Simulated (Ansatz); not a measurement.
# 1T-PbSeTe monolayer in a perpendicular field, part 2 of 4

What dipole does a perpendicular field induce in the 1T-PbSeTe monolayer? A positive field points along +c.

Ansatz 0.2.0; plane-wave DFT, PBE-D4, Ansatz PAW (set soft_1); PAW set soft_1 (the session's first sound run).

So far. Step 2 (Relaxation): The lattice constant a goes from 3.750 to 3.879 Å.

### 3. Atoms held, field 0

A sawtooth potential applies the field, turning back in the middle of the vacuum. With the dipole correction the typed value is the field outside the slab. The induced dipole is small, so the SCF threshold is tight.

The cell differs from the one that the last finished run ended in (c 36.953 → 22.004 Å).

input.yaml

```yaml
crystal:
  lattice:
    - [3.8788864731, 0.0, 0.0]
    - [-1.9394432365, 3.3592142241, 0.0]
    - [0.0, 0.0, 22.0037268578]
  atoms:
    - { symbol: Te, position: [0.6666666667, 0.3333333333, 0.4090216198] }
    - { symbol: Pb, position: [0.0, 0.0, 0.5146748763] }
    - { symbol: Se, position: [0.3333333333, 0.6666666667, 0.5909783802] }
kpoints:
  mp_grid: { grid: [12, 12, 1] }
  band_path:
    path: [[0, 0, 0], [0.5, 0, 0], [0.33333333, 0.33333333, 0], [0, 0, 0]]
    npoints: 16
hamiltonian:
  xc: pbe
  dispersion: d4
  pseudopotentials: { kind: paw, azcp: { folder: soft_1 } }
scf:
  occupations: { method: fermi_dirac, width: 0.05 }
  convergence: { dr2_threshold: 1.0e-10 }
efield:
  axis: 3
  dipole_correction: true
  ramp_position: 0.97
  ramp_width: 0.06
  amplitude: 0
output:
  dos: { projected: true, e_range: [-6, 5] }
  bader: true
  write_potential: true
  write_density: true
  volumetric_format: npy
  elf: true
```

The run is started by

```sh
$ ansatz run input.yaml --threads 4 --pin off --max-ram 6144MiB --backend cpu --events-out ev --progress --plain --runs-dir out
```

Numbers of over 12 decimals in the logs are rounded to 6 here.

Log:

```text
[...]
Crystal: 3 atoms, lattice volume = 286.709 Å³
Basis set: ecut = 420 eV, 5677 PW (Γ)
Bands: 28, of which v1, the nominal top of the filled ones, is band 23 counted from 1 (22 counted from 0)
Symmetry: 6 space group operations
[...]
k-points: 19 of 144 (time reversal used)
[...]
SCF iter   1: F=—  HF=-24358.972968 eV  |F-HF|=—  |Δ(HF+E_count)|=         —  Δρ=1.24e-2  dr2=2.15e0  ethr=3.10e-3  p=0.000 e·Å  D=2.39e-7 V/Å  ΔV_dip=-0.00 eV  dr2_dipole=4.31e-1  V_vac-E_F(+/−)=5.66/5.66 eV  ⟨swp⟩=10.6  Hψ=3172  notcnv=0
efield: sawtooth ramp at fractional position 0.9700 (set: `efield.ramp_position`, or a place that a band, a saddle search or an elastic batch's reference lends), width 0.0600; the density the first Hamiltonian is built on has a dipole p = 0.000 e·Å; the dipole correction subtracts the counter field D = 2.39e-7 V/Å, which shifts the + side's vacuum level by -0.00 eV against the − side's; the planar-averaged density in the ramp window peaks in size at 5.8e-6 e/Å³
[...]
SCF iter   2: F=—  HF=-24358.753454 eV  |F-HF|=—  |Δ(HF+E_count)|=   2.20e-1  Δρ=3.83e-3  dr2=1.48e-1  ethr=3.10e-3  p=-0.012 e·Å  D=-7.50e-3 V/Å  ΔV_dip=0.17 eV  dr2_dipole=3.82e-2  V_vac-E_F(+/−)=5.52/5.36 eV  ⟨swp⟩=3.0  Hψ=846  notcnv=0
[...]
SCF iter  11: F=-24358.748283 eV  HF=-24358.748283 eV  |F-HF|=2.18e-11  |Δ(HF+E_count)|=  2.15e-10  Δρ=6.96e-8  dr2=2.14e-11  ethr=1.00e-12  p=-0.026 e·Å  D=-1.63e-2 V/Å  ΔV_dip=0.36 eV  dr2_dipole=1.24e-14  V_vac-E_F(+/−)=5.57/5.21 eV  ⟨swp⟩=4.7  Hψ=1894  notcnv=0
SCF 1 converged in 11 iterations: F = -24358.748283 eV  dr2 = 2.14e-11
[...]
NSCF: frozen V_eff on 49 k-points
efield: sawtooth ramp at fractional position 0.9700 (kept from the solve that this one continues, or follows in the run), width 0.0600; the density the first Hamiltonian is built on has a dipole p = -0.026 e·Å; the dipole correction subtracts the counter field D = -1.63e-2 V/Å, which shifts the + side's vacuum level by +0.36 eV against the − side's; the planar-averaged density in the ramp window peaks in size at 5.8e-6 e/Å³
WARN: The output density's exchange-correlation potential varies sharply where the density is thin. Do not read a vacuum level from v_tot or v_xc, or from such a field of the output density. On a cell that repeats whose density bears no net charge and no dipole along the vacuum's axis use v_es (v_loc + v_h of the components); under efield.dipole_correction with no amplitude use v_es + v_field, which holds any externa [...]
SCF converged after 11 iterations
Free energy (F): -24358.748283 eV
[...]
Internal energy: -24358.722523 eV  (E = F + TS)
E sigma→0 (E₀):  -24358.735403 eV
Entropy (-TS):   -0.025760 eV (-8.587 meV/atom)
Fermi energy:    -1.047186 eV
Dipole field:    D = -0.016294 V/Å  (p = -0.025816 e·Å, saw-weighted, corrected)
Work function:   Φ+ = 5.5669 eV   Φ− = 5.2084 eV
Levels:          The Fermi level and band energies are counted from a zero that moves with the ramp; work functions are not
[...]
--- Band table (eV; the first three rows and the last of 19) ---
  k-point 0: bands = [... 19 lower, -1.4749, -1.4749, -0.7589, -0.0917, -0.0917, 2.3316, 3.5684, 3.5684, ... 1 higher]
  k-point 1: bands = [... 19 lower, -2.0389, -1.5751, -0.8017, -0.2667, -0.1871, 2.6534, 3.1310, 3.6484, ... 1 higher]
  k-point 2: bands = [... 19 lower, -2.7944, -1.8316, -1.7250, -0.4175, -0.2354, 2.3560, 3.4181, 3.7792, ... 1 higher]
  k-point 18: bands = [... 19 lower, -4.2055, -4.1574, -2.6862, -2.1012, -1.4159, 2.2799, 2.3822, 3.8937, ... 1 higher]
--- Bader charges: 3 sites ---
  site symbol  charge [e]  shift [e]
     0     Te     -0.2318     0.0000
     1     Pb      0.7384     0.0000
     2     Se     -0.5067     0.0000
  estimated error of the sums over rays = 2.9e-4 e
```

Elapsed: 13 s, on 4 threads of Arm Neoverse V1, shared host; peak memory 0.66 GiB.

Reading the cycles: dr2 is the Hartree energy of the density residual (eV), the measure of convergence; HF is the Harris–Foulkes estimate of the energy, which meets the free energy F at convergence.

This step gave:

```yaml
energy_at_zero_smearing: -24358.7354 eV
work_function_upper_face: 5.567 eV
work_function_lower_face: 5.208 eV
dipole_along_the_normal: -0.02582 e·Å
step_between_the_vacuum_levels: 0.3585 eV
```

Running mean over a fixed 2.8 Å (it still follows the layers) of the planar mean; the ramp of the sawtooth is left out. Table of electron's electrostatic potential energy less the Fermi level by z:

| z (Å) | electron's electrostatic potential energy less the Fermi level (eV) |
| --- | --- |
| 3.0 | 5.21 |
| 3.5 | 5.21 |
| 4.0 | 5.21 |
| 4.5 | 5.21 |
| 5.0 | 5.20 |
| 5.5 | 5.19 |
| 6.0 | 5.13 |
| 6.5 | 4.88 |
| 7.0 | 3.91 |
| 7.5 | 2.20 |
| 8.0 | 0.468 |
| 8.5 | -1.07 |
| 9.0 | -1.89 |
| 9.5 | -3.11 |
| 10.0 | -4.15 |
| 10.5 | -4.81 |
| 11.0 | -4.74 |
| 11.5 | -4.84 |
| 12.0 | -4.80 |
| 12.5 | -3.49 |
| 13.0 | -1.17 |
| 13.5 | 0.963 |
| 14.0 | 2.50 |
| 14.5 | 3.72 |
| 15.0 | 4.80 |
| 15.5 | 5.39 |
| 16.0 | 5.53 |
| 16.5 | 5.56 |
| 17.0 | 5.56 |
| 17.5 | 5.57 |
| 18.0 | 5.57 |
| 18.5 | 5.57 |
| 19.0 | 5.57 |

The density of states has structure finer than the step of the table below, so its rows give means over 0.25 eV, whole bins alone (the curve runs from -6 to 1.99 eV). Peaks (eV: height): -3.190: 5.60, -2.720: 4.43, -2.140: 6.25, -1.530: 13.1, -1.070: 7.43, -0.070: 5.33, 0.860: 5.47.

Density of states against energy, zero at the Fermi level; means over each step:

energy (eV), density of states (states/eV a cell) and a bar:
```
    -4.50        0.0 
    -4.25        0.0 
    -4.00        1.2 ######
    -3.75        1.5 ########
    -3.50        1.7 #########
    -3.25        1.6 #########
    -3.00        1.6 ########
    -2.75        3.1 ################
    -2.50        2.3 ############
    -2.25        2.5 #############
    -2.00        2.1 ###########
    -1.75        3.1 ################
    -1.50        5.7 ##############################
    -1.25        1.8 ##########
    -1.00        2.8 ###############
    -0.75        2.1 ###########
    -0.50        2.4 ############
    -0.25        2.0 ##########
     0.00        3.8 ####################
     0.25        2.2 ############
     0.50        1.7 #########
     0.75        2.3 ############
     1.00        0.3 ##
     1.25        0.0
```

Projected DOS per atom over height of the atomic layer and energy from the Fermi level. Layers: Te Pb Se from below.

Ten even steps from '0' (0.00 states/eV) to '9' (2.03 states/eV), each cell a mean:
```
000
000
000
512
512
914
513
504
405
929
427
425
435
334
122
222
111
000
000
000
000
000
```
Columns: height of the atomic layer (Å) from 9 to 13.0 (not evenly spaced); rows upwards: energy from the Fermi level (eV) from -5.96 to 1.96.

The electronic bands at the labelled points (eV, zero at the Fermi level):

| point | band 20 | band 21 | band 22 | band 23 | band 24 | band 25 | band 26 | band 27 |
| --- | --- | --- | --- | --- | --- | --- | --- | --- |
| Γ | -0.43 | -0.43 | 0.29 | 0.96 | 0.96 | 3.38 | 4.62 | 4.62 |
| halfway | -1.98 | -1.38 | -1.10 | 0.36 | 0.43 | 3.11 | 4.61 | 4.85 |
| M | -2.74 | -1.65 | -1.65 | -0.41 | -0.07 | 2.99 | 3.65 | 4.63 |
| halfway | -2.86 | -2.47 | -1.51 | -1.00 | -0.08 | 3.23 | 3.78 | 4.48 |
| K | -3.16 | -3.11 | -1.64 | -1.05 | -0.37 | 3.33 | 3.43 | 4.94 |
| halfway | -2.34 | -1.75 | -1.21 | -0.42 | 0.69 | 3.54 | 3.92 | 4.90 |
| Γ | -0.43 | -0.43 | 0.29 | 0.96 | 0.96 | 3.38 | 4.62 | 4.62 |

Valence density in the ca plane at fractional y = 0.000, with atoms of Pb within 0.2 Å of it. It is the smooth field of the valence electrons, not physical close to the nuclei.

Ten steps, logarithmic in the rise over the least value, from '0' (0.0 e/Å³) to '9' (7.4 e/Å³), each cell a mean:
```
00000000000011112579985311000000000000000000
00000000000111112467764221100000000000000000
00000000001122222234433222110000000000000000
00000000001233322222222333210000000000000000
00000000001233332111122333210000000000000000
00000000001233332111122333210000000000000000
00000000001223322223332332210000000000000000
00000000000112222345653221100000000000000000
00000000000011112478875311000000000000000000
00000000000001113589986311000000000000000000
```
Columns run along c (16.0 Å, from fractional 0.19 to 0.92 of the cell), rows up along a (3.9 Å). Atoms in or near the plane, at fractional coordinates: Pb at (0.51, 0.00).

ELF in the ca plane at fractional y = 0.000, with atoms of Pb within 0.2 Å of it. It is the smooth field of the valence electrons, not physical close to the nuclei.

Ten even steps from '0' (0.00) to '9' (0.75), each cell a mean:
```
00000000000111113540025310000000000000000000
00000000011333323454454322110000000000000000
00000000125677653344443466542100000000000000
00000001257888775322235799874200000000000000
00000001368987786311136899986310000000000000
00000001358987776311236899985210000000000000
00000000246888764333334688763100000000000000
00000000013455433455543344321000000000000000
00000000001122123552244311000000000000000000
00000000000000113530025310000000000000000000
```
Columns run along c (16.0 Å, from fractional 0.19 to 0.92 of the cell), rows up along a (3.9 Å). Atoms in or near the plane, at fractional coordinates: Pb at (0.51, 0.00).

Electrostatic potential energy in the ca plane at fractional y = 0.000, with atoms of Pb within 0.2 Å of it. With pseudopotentials it is smooth inside the atoms' cores, unlike the true potential.

Ten even steps from '0' (-37 eV) to '9' (4 eV), each cell a mean:
```
99999999999999998400002799999999999999999999
99999999999999998620015899999999999999999999
99999999999998899875568899999999999999999999
99999999999887889988888888999999999999999999
99999999999877788999999888899999999999999999
99999999999877789999999888999999999999999999
99999999999988889887788889999999999999999999
99999999999999998752247899999999999999999999
99999999999999998500003799999999999999999999
99999999999999998300001789999999999999999999
```
Columns run along c (16.0 Å, from fractional 0.19 to 0.92 of the cell; values clipped at the 3rd and 97th percentile), rows up along a (3.9 Å). Atoms in or near the plane, at fractional coordinates: Pb at (0.51, 0.00).

The work function of the upper face is 5.57 eV.

### 4. Single point, field 0.03 V/Å

input.yaml: that of step 3 with these lines changed.

```diff
@@ -26,6 +26,4 @@
   ramp_width: 0.06
-  amplitude: 0
+  amplitude: 0.03
 output:
-  dos: { projected: true, e_range: [-6, 5] }
-  bader: true
   write_potential: true
@@ -33,2 +31 @@
   volumetric_format: npy
-  elf: true
```

Log:

```text
[...]
Crystal: 3 atoms, lattice volume = 286.709 Å³
Basis set: ecut = 420 eV, 5677 PW (Γ)
Bands: 28, of which v1, the nominal top of the filled ones, is band 23 counted from 1 (22 counted from 0)
Symmetry: 6 space group operations
[...]
k-points: 19 of 144 (time reversal used)
[...]
k-point 0: bands = [... 19 lower, -1.4765, -1.4765, -0.7606, -0.0956, -0.0956, 2.3241, 3.5660, 3.5660, ... 1 higher]
  k-point 1: bands = [... 19 lower, -2.0398, -1.5767, -0.8055, -0.2693, -0.1910, 2.6458, 3.1253, 3.6459, ... 1 higher]
  k-point 2: bands = [... 19 lower, -2.7946, -1.8333, -1.7291, -0.4213, -0.2382, 2.3520, 3.4099, 3.7767, ... 1 higher]
  k-point 18: bands = [... 19 lower, -4.2084, -4.1599, -2.6883, -2.1057, -1.4187, 2.2770, 2.3799, 3.8901, ... 1 higher]
[key lines of the parts left out:]
SCF converged after 11 iterations
Free energy (F): -24358.747717 eV
Fermi energy:    -1.050297 eV
Dipole field:    D = -0.007530 V/Å  (p = -0.011931 e·Å, saw-weighted, corrected)
```

Wall time 8.7 s (4 threads); peak memory 0.61 GiB; 33 s of CPU time.

The dipole is -0.0119 e·Å, 0.0139 e·Å from its value without field.

### 5. Atoms held, field -0.03 V/Å

input.yaml: that of step 4 with these lines changed.

```diff
@@ -26,3 +26,3 @@
   ramp_width: 0.06
-  amplitude: 0.03
+  amplitude: -0.03
 output:
```

Log:

```text
[...]
Crystal: 3 atoms, lattice volume = 286.709 Å³
Basis set: ecut = 420 eV, 5677 PW (Γ)
Bands: 28, of which v1, the nominal top of the filled ones, is band 23 counted from 1 (22 counted from 0)
Symmetry: 6 space group operations
[...]
k-points: 19 of 144 (time reversal used)
[...]
k-point 0: bands = [... 19 lower, -1.4734, -1.4734, -0.7574, -0.0879, -0.0879, 2.3387, 3.5708, 3.5708, ... 1 higher]
  k-point 1: bands = [... 19 lower, -2.0381, -1.5736, -0.7981, -0.2642, -0.1834, 2.6604, 3.1358, 3.6508, ... 1 higher]
  k-point 2: bands = [... 19 lower, -2.7943, -1.8301, -1.7211, -0.4138, -0.2328, 2.3595, 3.4254, 3.7816, ... 1 higher]
  k-point 18: bands = [... 19 lower, -4.2027, -4.1551, -2.6842, -2.0968, -1.4132, 2.2827, 2.3845, 3.8971, ... 1 higher]
[key lines of the parts left out:]
SCF converged after 11 iterations
Free energy (F): -24358.749266 eV
Fermi energy:    -1.044160 eV
Dipole field:    D = -0.025056 V/Å  (p = -0.039700 e·Å, saw-weighted, corrected)
```

The job ended after 8.7 s (4 threads; peak memory 0.6 GiB).

The dipole is -0.0397 e·Å, -0.0139 e·Å from its value without field.

### 6. Atoms held, field 0.15 V/Å

input.yaml: that of step 5 with these lines changed.

```diff
@@ -24,5 +24,5 @@
   dipole_correction: true
-  ramp_position: 0.97
-  ramp_width: 0.06
-  amplitude: -0.03
+  ramp_position: 0.95
+  ramp_width: 0.0918
+  amplitude: 0.15
 output:
```

Log:

```text
[...]
Crystal: 3 atoms, lattice volume = 286.709 Å³
Basis set: ecut = 420 eV, 5677 PW (Γ)
Bands: 28, of which v1, the nominal top of the filled ones, is band 23 counted from 1 (22 counted from 0)
Symmetry: 6 space group operations
[...]
k-points: 19 of 144 (time reversal used)
[...]
k-point 0: bands = [... 19 lower, -1.4727, -1.4727, -0.7572, -0.1008, -0.1008, 2.2998, 3.4546, 3.5664, ... 1 higher]
  k-point 1: bands = [... 19 lower, -2.0332, -1.5730, -0.8103, -0.2695, -0.1961, 2.6181, 3.1030, 3.6403, ... 1 higher]
  k-point 2: bands = [... 19 lower, -2.7853, -1.8298, -1.7351, -0.4262, -0.2391, 2.3435, 3.3726, 3.7770, ... 1 higher]
  k-point 18: bands = [... 19 lower, -4.2098, -4.1595, -2.6865, -2.1133, -1.4198, 2.2755, 2.3805, 3.8857, ... 1 higher]
[key lines of the parts left out:]
SCF converged after 11 iterations
Free energy (F): -24358.749619 eV
Fermi energy:    -1.052531 eV
Dipole field:    D = 0.027540 V/Å  (p = 0.043637 e·Å, saw-weighted, corrected)
```

Run time: 8.6 s. Hardware: 4 threads; peak memory 0.6 GiB.

The dipole is 0.0436 e·Å, 0.0695 e·Å from its value without field.

### 7. Single point, field 0.25 V/Å

input.yaml: that of step 6 with these lines changed.

```diff
@@ -26,3 +26,3 @@
   ramp_width: 0.0918
-  amplitude: 0.15
+  amplitude: 0.25
 output:
```

Log:

```text
[...]
Crystal: 3 atoms, lattice volume = 286.709 Å³
Basis set: ecut = 420 eV, 5677 PW (Γ)
Bands: 28, of which v1, the nominal top of the filled ones, is band 23 counted from 1 (22 counted from 0)
Symmetry: 6 space group operations
[...]
k-points: 19 of 144 (time reversal used)
[...]
k-point 0: bands = [... 19 lower, -1.4734, -1.4734, -0.7586, -0.1091, -0.1091, 2.2668, 3.1427, 3.5628, ... 1 higher]
  k-point 1: bands = [... 19 lower, -2.0316, -1.5737, -0.8183, -0.2737, -0.2043, 2.5743, 3.0494, 3.3725, ... 1 higher]
  k-point 2: bands = [... 19 lower, -2.7816, -1.8308, -1.7440, -0.4342, -0.2439, 2.3273, 3.2857, 3.6268, ... 1 higher]
  k-point 18: bands = [... 19 lower, -4.2148, -4.1632, -2.6889, -2.1235, -1.4245, 2.2703, 2.3770, 3.8777, ... 1 higher]
[key lines of the parts left out:]
SCF converged after 11 iterations
Free energy (F): -24358.756299 eV
Fermi energy:    -1.058256 eV
Dipole field:    D = 0.056791 V/Å  (p = 0.089983 e·Å, saw-weighted, corrected)
```

The job ended after 8.7 s (4 threads; peak memory 0.61 GiB; 34 s of CPU time).

The dipole is 0.0900 e·Å, 0.116 e·Å from its value without field.

### 8. Single point, field -0.25 V/Å

input.yaml: that of step 7 with these lines changed.

```diff
@@ -26,4 +26,6 @@
   ramp_width: 0.0918
-  amplitude: 0.25
+  amplitude: -0.25
 output:
+  dos: { projected: true, e_range: [-6, 5] }
+  bader: true
   write_potential: true
@@ -31 +33,2 @@
   volumetric_format: npy
+  elf: true
```

Log:

```text
[...]
Crystal: 3 atoms, lattice volume = 286.709 Å³
Basis set: ecut = 420 eV, 5677 PW (Γ)
Bands: 28, of which v1, the nominal top of the filled ones, is band 23 counted from 1 (22 counted from 0)
Symmetry: 6 space group operations
[...]
k-points: 19 of 144 (time reversal used)
[...]
k-point 2: bands = [... 19 lower, -2.8108, -1.8356, -1.7090, -0.4038, -0.2306, 2.3602, 3.4427, 3.7820, ... 1 higher]
  k-point 18: bands = [... 19 lower, -4.1993, -4.1551, -2.6862, -2.0819, -1.4102, 2.2856, 2.3833, 3.9040, ... 1 higher]
--- Bader charges: 3 sites ---
  site symbol  charge [e]  shift [e]
     0     Te     -0.2143     0.0000
     1     Pb      0.7386     0.0000
     2     Se     -0.5244     0.0000
  estimated error of the sums over rays = 3.0e-4 e
[key lines of the parts left out:]
SCF converged after 11 iterations
Free energy (F): -24358.769197 eV
Fermi energy:    -1.039022 eV
Dipole field:    D = -0.089297 V/Å  (p = -0.141487 e·Å, saw-weighted, corrected)
```

It took 12 s on 4 threads; peak memory 0.63 GiB.

The dipole is -0.141 e·Å, -0.116 e·Å from its value without field.

[end of part 2 of 4]

[Logs are printed without paths, hosts, clocks, repeated set-up lines and the standing remarks that a program may print on its own settings, such as how far it seeks lower states.]

[Hosts, paths, dates, database ids (printed as entryN), source tags and the programs' standing remarks are cut or masked in the printed files.]

[Maps of the electrostatic potential energy from Ansatz leave out the sawtooth potential of an applied field or a dipole correction, so their vacuum need not be flat; planar profiles and work functions include it.]

[The density of states shown here was stored with 400 of the rows of the run's finer table, so its peaks can read low, often by over a quarter, or be missed, and its means over a window can be off by a tenth or more.]
